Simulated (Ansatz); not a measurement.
# Cadmium, dhcp under PBEsol: ground state and equation of state, part 2 of 2

What does PBEsol give for cadmium in the dhcp structure? We relax it, solve it on a dense k-mesh, then scale the cell to 7 volumes from 88 to 112 % of the relaxed one and try a fit of the equation of state. Spin polarisation is left out. The k-meshes are 12×12×3 for the relaxation; 15×15×5 for the dense run; 13×13×4 for the volumes.

Ansatz 0.2.0; DFT, PBEsol, plane waves (420 eV) with PAW, scalar-relativistic. The steps go on from the part before.

## 6. At 96 % of the relaxed volume

Input file input.yaml:

```yaml
crystal:
  lattice:
    - [3.0744289786, 0.0, 0.0]
    - [-1.5372144893, 2.6625335976, 0.0]
    - [0.0, 0.0, 9.7890828795]
  atoms:
    - { symbol: Cd, position: [1.0, 0.0, 0.0] }
    - { symbol: Cd, position: [1.0, 0.0, 0.5] }
    - { symbol: Cd, position: [0.3333333333, 0.6666666667, 0.25] }
    - { symbol: Cd, position: [0.6666666667, 0.3333333333, 0.75] }
hamiltonian:
  xc: pbesol
  pseudopotentials:
    kind: paw
    azcp:
      Cd: "pseudopotentials/Cd.paw.azcp"
basis:
  ecutwfc: 420
  fft_grid_basis: typed
kpoints:
  mp_grid: { grid: [13, 13, 4], shift: [0, 0, 0] }
magnetization:
  spin_polarized: false
scf:
  occupations: { method: fermi_dirac, width: 0.1 }
  lower_state_search: "off"
output:
  stress: true
```

Standard output (excerpt; [...] marks lines left out):

```text
Warning: <dir> the record states the generating functional pbe (its physics header spells it `PBE`), which answers neither for hamiltonian.xc's functional nor for the pbesol family's — results may be inconsistent (PPs are generated against a specific XC)
Warning: RAYON_NUM_THREADS=2 ignored (pool sized by the plan → 2); use --threads N
[...]
Pseudopotentials: kind: paw
Pseudopotential: Cd, paw, valence charge 20, recommended cutoff 420 eV (normal), <dir>
Functional definition: PBEsol
[...]
Crystal: 4 atoms, lattice volume = 80.131 Å³
Basis set: ecut = 420 eV, 1581 PW (Γ)
Bands: 46, of which v1, the nominal top of the filled ones, is band 40 counted from 1 (39 counted from 0)
Symmetry: 24 space group operations
Space group: P63/mmc (ITA 194), of the structure as read, at distance tolerance 4.3e-5 Å
k-points: 63 of 676
[...]
SCF iter   1: F=—  HF=-32736.157648 eV  |F-HF|=—  |Δ(HF+E_count)|=         —  Δρ=6.03e-3  dr2=2.48e-2  ethr=1.77e-3  ⟨swp⟩=6.2  Hψ=9603  notcnv=0  defer=9
[...]
SCF iter   6: F=-32736.150047 eV  HF=-32736.150047 eV  |F-HF|=4.99e-8  |Δ(HF+E_count)|=   5.15e-7  Δρ=1.04e-5  dr2=7.20e-8  ethr=1.25e-10  ⟨swp⟩=2.9  Hψ=10943  notcnv=0
[...]
SCF converged after 6 iterations
Free energy (F): -32736.150047 eV
[...]
E sigma→0 (E₀):  -32736.122995 eV
Entropy (-TS):   -0.054104 eV (-13.526 meV/atom)
Fermi energy:    16.098487 eV
[...]
--- Stress (GPa, compression-positive) ---
        2.665050       0.000000       0.000000
       -0.000000       2.665050       0.000000
        0.000000       0.000000       3.028485
  P = ⅓ Tr σ = 2.7862 GPa (27.862 kbar)
```

It took 3.8 s on 2 threads of Arm Neoverse V2, shared host; peak memory 0.43 GiB.

## 7. At 100 % of the relaxed volume

input.yaml, as its differences from that of step 6:

```diff
@@ -2,5 +2,5 @@
   lattice:
-    - [3.0744289786, 0.0, 0.0]
-    - [-1.5372144893, 2.6625335976, 0.0]
-    - [0.0, 0.0, 9.7890828795]
+    - [3.1165496781, 0.0, 0.0]
+    - [-1.558274839, 2.6990111934, 0.0]
+    - [0.0, 0.0, 9.9231965708]
   atoms:
@@ -28 +28,5 @@
   stress: true
+  write_density: true
+  write_potential: true
+  elf: true
+  volumetric_format: npy
```

Standard output (excerpt; [...] marks lines left out):

```text
Warning: <dir> the record states the generating functional pbe (its physics header spells it `PBE`), which answers neither for hamiltonian.xc's functional nor for the pbesol family's — results may be inconsistent (PPs are generated against a specific XC)
Warning: RAYON_NUM_THREADS=2 ignored (pool sized by the plan → 2); use --threads N
[...]
[... 3 set-up lines as earlier in the session ...]
[...]
Crystal: 4 atoms, lattice volume = 83.470 Å³
Basis set: ecut = 420 eV, 1617 PW (Γ)
Bands: 48, of which v1, the nominal top of the filled ones, is band 40 counted from 1 (39 counted from 0)
[... 2 set-up lines as earlier in the session ...]
k-points: 63 of 676
[...]
SCF iter   1: F=—  HF=-32736.186397 eV  |F-HF|=—  |Δ(HF+E_count)|=         —  Δρ=5.78e-3  dr2=2.35e-2  ethr=1.77e-3  ⟨swp⟩=6.5  Hψ=10431  notcnv=0  defer=23
[...]
SCF iter   6: F=-32736.179206 eV  HF=-32736.179206 eV  |F-HF|=3.27e-8  |Δ(HF+E_count)|=   4.38e-7  Δρ=8.32e-6  dr2=5.33e-8  ethr=1.25e-10  ⟨swp⟩=9.1  Hψ=19692  notcnv=0
[...]
SCF converged after 6 iterations
Free energy (F): -32736.179206 eV
[...]
E sigma→0 (E₀):  -32736.151816 eV
Entropy (-TS):   -0.054781 eV (-13.695 meV/atom)
Fermi energy:    15.245469 eV
[...]
--- Stress (GPa, compression-positive) ---
        0.051959       0.000000      -0.000000
        0.000000       0.051959      -0.000000
       -0.000000      -0.000000       0.289656
  P = ⅓ Tr σ = 0.1312 GPa (1.312 kbar)
--- Band table (eV; the first three rows and the last of 63) ---
[...]
```

Wall time 5.7 s (2 threads of Arm Neoverse V2, shared host); peak memory 0.45 GiB.

## 8. At 104 % of the relaxed volume

input.yaml, as its differences from that of step 7:

```diff
@@ -2,5 +2,5 @@
   lattice:
-    - [3.1165496781, 0.0, 0.0]
-    - [-1.558274839, 2.6990111934, 0.0]
-    - [0.0, 0.0, 9.9231965708]
+    - [3.1575616138, 0.0, 0.0]
+    - [-1.5787808069, 2.7345285716, 0.0]
+    - [0.0, 0.0, 10.0537799216]
   atoms:
@@ -28,5 +28 @@
   stress: true
-  write_density: true
-  write_potential: true
-  elf: true
-  volumetric_format: npy
```

Standard output (excerpt; [...] marks lines left out):

```text
Warning: <dir> the record states the generating functional pbe (its physics header spells it `PBE`), which answers neither for hamiltonian.xc's functional nor for the pbesol family's — results may be inconsistent (PPs are generated against a specific XC)
Warning: RAYON_NUM_THREADS=2 ignored (pool sized by the plan → 2); use --threads N
[...]
[... 3 set-up lines as earlier in the session ...]
[...]
Crystal: 4 atoms, lattice volume = 86.809 Å³
Basis set: ecut = 420 eV, 1689 PW (Γ)
Bands: 46, of which v1, the nominal top of the filled ones, is band 40 counted from 1 (39 counted from 0)
[... 2 set-up lines as earlier in the session ...]
k-points: 63 of 676
[...]
SCF iter   1: F=—  HF=-32736.166811 eV  |F-HF|=—  |Δ(HF+E_count)|=         —  Δρ=5.59e-3  dr2=2.28e-2  ethr=1.77e-3  ⟨swp⟩=6.1  Hψ=9635  notcnv=0  defer=7
[...]
SCF iter   6: F=-32736.159908 eV  HF=-32736.159908 eV  |F-HF|=3.61e-8  |Δ(HF+E_count)|=   4.72e-7  Δρ=7.86e-6  dr2=5.65e-8  ethr=1.25e-10  ⟨swp⟩=2.8  Hψ=10287  notcnv=0
[...]
SCF converged after 6 iterations
Free energy (F): -32736.159908 eV
[...]
E sigma→0 (E₀):  -32736.132461 eV
Entropy (-TS):   -0.054894 eV (-13.723 meV/atom)
Fermi energy:    14.462290 eV
[...]
--- Stress (GPa, compression-positive) ---
       -1.933135      -0.000000       0.000000
       -0.000000      -1.933135       0.000000
        0.000000       0.000000      -1.808836
  P = ⅓ Tr σ = -1.8917 GPa (-18.917 kbar)
```

Run time: 4.2 s. Hardware: 2 threads of Arm Neoverse V2, shared host; peak memory 0.44 GiB.

## 9. At 108 % of the relaxed volume

input.yaml, as its differences from that of step 8:

```diff
@@ -2,5 +2,5 @@
   lattice:
-    - [3.1575616138, 0.0, 0.0]
-    - [-1.5787808069, 2.7345285716, 0.0]
-    - [0.0, 0.0, 10.0537799216]
+    - [3.1975349917, 0.0, 0.0]
+    - [-1.5987674958, 2.7691465323, 0.0]
+    - [0.0, 0.0, 10.1810564701]
   atoms:
@@ -28 +28,5 @@
   stress: true
+  write_density: true
+  write_potential: true
+  elf: true
+  volumetric_format: npy
```

Standard output (excerpt; [...] marks lines left out):

```text
Warning: <dir> the record states the generating functional pbe (its physics header spells it `PBE`), which answers neither for hamiltonian.xc's functional nor for the pbesol family's — results may be inconsistent (PPs are generated against a specific XC)
Warning: RAYON_NUM_THREADS=2 ignored (pool sized by the plan → 2); use --threads N
[...]
[... 3 set-up lines as earlier in the session ...]
[...]
Crystal: 4 atoms, lattice volume = 90.148 Å³
Basis set: ecut = 420 eV, 1763 PW (Γ)
Bands: 48, of which v1, the nominal top of the filled ones, is band 40 counted from 1 (39 counted from 0)
[... 1 set-up line as earlier in the session ...]
Space group: P63/mmc (ITA 194), of the structure as read, at distance tolerance 4.5e-5 Å
k-points: 63 of 676
[...]
SCF iter   1: F=—  HF=-32736.110717 eV  |F-HF|=—  |Δ(HF+E_count)|=         —  Δρ=5.45e-3  dr2=2.26e-2  ethr=1.77e-3  ⟨swp⟩=6.6  Hψ=10502  notcnv=0  defer=19
[...]
SCF iter   6: F=-32736.103779 eV  HF=-32736.103779 eV  |F-HF|=2.78e-8  |Δ(HF+E_count)|=   4.31e-7  Δρ=6.87e-6  dr2=4.93e-8  ethr=1.25e-10  ⟨swp⟩=9.2  Hψ=19477  notcnv=0
[...]
SCF converged after 6 iterations
Free energy (F): -32736.103779 eV
[...]
E sigma→0 (E₀):  -32736.076501 eV
Entropy (-TS):   -0.054557 eV (-13.639 meV/atom)
Fermi energy:    13.740643 eV
[...]
--- Stress (GPa, compression-positive) ---
       -3.430930      -0.000000       0.000000
       -0.000000      -3.430930      -0.000000
        0.000000      -0.000000      -3.409675
  P = ⅓ Tr σ = -3.4238 GPa (-34.238 kbar)
--- Band table (eV; the first three rows and the last of 63) ---
[...]
```

It took 5.9 s on 2 threads of Arm Neoverse V2, shared host; peak memory 0.46 GiB.

## 10. At 112 % of the relaxed volume

input.yaml, as its differences from that of step 9:

```diff
@@ -2,5 +2,5 @@
   lattice:
-    - [3.1975349917, 0.0, 0.0]
-    - [-1.5987674958, 2.7691465323, 0.0]
-    - [0.0, 0.0, 10.1810564701]
+    - [3.2365331643, 0.0, 0.0]
+    - [-1.6182665821, 2.8029199405, 0.0]
+    - [0.0, 0.0, 10.3052279331]
   atoms:
@@ -28,5 +28 @@
   stress: true
-  write_density: true
-  write_potential: true
-  elf: true
-  volumetric_format: npy
```

Standard output (excerpt; [...] marks lines left out):

```text
Warning: <dir> the record states the generating functional pbe (its physics header spells it `PBE`), which answers neither for hamiltonian.xc's functional nor for the pbesol family's — results may be inconsistent (PPs are generated against a specific XC)
Warning: RAYON_NUM_THREADS=2 ignored (pool sized by the plan → 2); use --threads N
[...]
[... 3 set-up lines as earlier in the session ...]
[...]
Crystal: 4 atoms, lattice volume = 93.486 Å³
Basis set: ecut = 420 eV, 1847 PW (Γ)
Bands: 46, of which v1, the nominal top of the filled ones, is band 40 counted from 1 (39 counted from 0)
[... 2 set-up lines as earlier in the session ...]
k-points: 63 of 676
[...]
SCF iter   1: F=—  HF=-32736.026746 eV  |F-HF|=—  |Δ(HF+E_count)|=         —  Δρ=5.31e-3  dr2=2.24e-2  ethr=1.77e-3  ⟨swp⟩=6.1  Hψ=9684  notcnv=0  defer=9
[...]
SCF iter   6: F=-32736.019877 eV  HF=-32736.019877 eV  |F-HF|=3.34e-8  |Δ(HF+E_count)|=   4.28e-7  Δρ=7.02e-6  dr2=5.67e-8  ethr=1.25e-10  ⟨swp⟩=2.7  Hψ=10221  notcnv=0
[...]
SCF converged after 6 iterations
Free energy (F): -32736.019877 eV
[...]
E sigma→0 (E₀):  -32735.992906 eV
Entropy (-TS):   -0.053942 eV (-13.486 meV/atom)
Fermi energy:    13.073152 eV
[...]
--- Stress (GPa, compression-positive) ---
       -4.549262       0.000000       0.000000
        0.000000      -4.549262       0.000000
        0.000000       0.000000      -4.621393
  P = ⅓ Tr σ = -4.5733 GPa (-45.733 kbar)
```

Run time: 4.1 s. Hardware: 2 threads of Arm Neoverse V2, shared host; peak memory 0.45 GiB.

## 11. The equation of state

All volumes keep the relaxed shape and fractional coordinates.

```csv
V (Å³/atom),E − E₀ (meV/atom),P from the stress (GPa),P from the fit (GPa)
18.363,73.9,10.80,10.75
19.198,30.2,6.26,6.22
20.033,7.2,2.79,2.76
20.867,0.0,0.13,0.12
21.702,4.9,-1.89,-1.89
22.537,18.8,-3.42,-3.41
23.372,39.7,-4.57,-4.56
```

Fit (Birch-Murnaghan, third order): V₀ = 20.913 Å³/atom, B₀ = 57 GPa, B₀′ = 5.8, largest residual 0.01 meV/atom.

## 12. Results

What follows sums up all 2 parts.

```
                      quantity                                   value
space group (spins left aside)                      P6_3/mmc (No. 194)
             conventional cell  a = 3.117 Å, c = 9.923 Å (c/a = 3.184)
                        volume                          20.867 Å³/atom
             shortest distance                                 3.065 Å
               gap on the mesh            none (levels filled in part)
               relative to hcp                            +16 meV/atom
                   V₀, B₀, B₀′             20.913 Å³/atom, 57 GPa, 5.8
```

What this shows: The relaxation shrank the cell by 3.3 % in volume. It lies 16 meV/atom above the element's reference form at the same level (hcp, from a run of its own). No gap shows: it is a metal or semimetal at this level. B₀ comes out at 57 GPa; letting shape and positions relax at each volume could only lower it. The symmetry was held, so the structure may be unstable against distortions that break it.
